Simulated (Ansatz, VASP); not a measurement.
**Two plane-wave programs on InSb**

```
CELL_PARAMETERS angstrom
0.00000 3.22492 3.22492
3.22492 0.00000 3.22492
3.22492 3.22492 0.00000
ATOMIC_POSITIONS crystal
In 0.00000 0.00000 0.00000
Sb 0.75000 0.75000 0.75000
```

Alike in both runs: functional LDA; k mesh 16 × 16 × 16; occupations gaussian, width 0.1 eV; no spin polarisation.

Ansatz relaxed the structure, and its values are those at the end. VASP's run is a single point on that final structure, the one shown.

```csv
,VASP,Ansatz
version,VASP 6.6.1,Ansatz 0.2.0
potentials or method,"VASP PAW LDA potentials, release 64 (In_d, Sb)","scalar-relativistic, plane waves, PAW"
plane-wave cutoff (eV),520,420
valence electrons in the cell,18,28
```

VASP gave:

```
gap on the k mesh at the Fermi level (eV) : none
pressure (GPa)                            : 0.1
```

Problem. Estimate Ansatz's values.

Solution. gap on the k mesh at the Fermi level (eV): none; pressure (GPa): 0.0.

A gap of «none» marks a metal or a gap that the smearing closes. The two sets of potentials don't hold the same shells in valence. Ansatz warned: «pseudo_functional_mismatch».

Caveats: this crystal is a semiconductor, whose small gap the functional closes, so the metal is an error of the method. Spin-orbit coupling is left out, which matters for the levels of Sb.
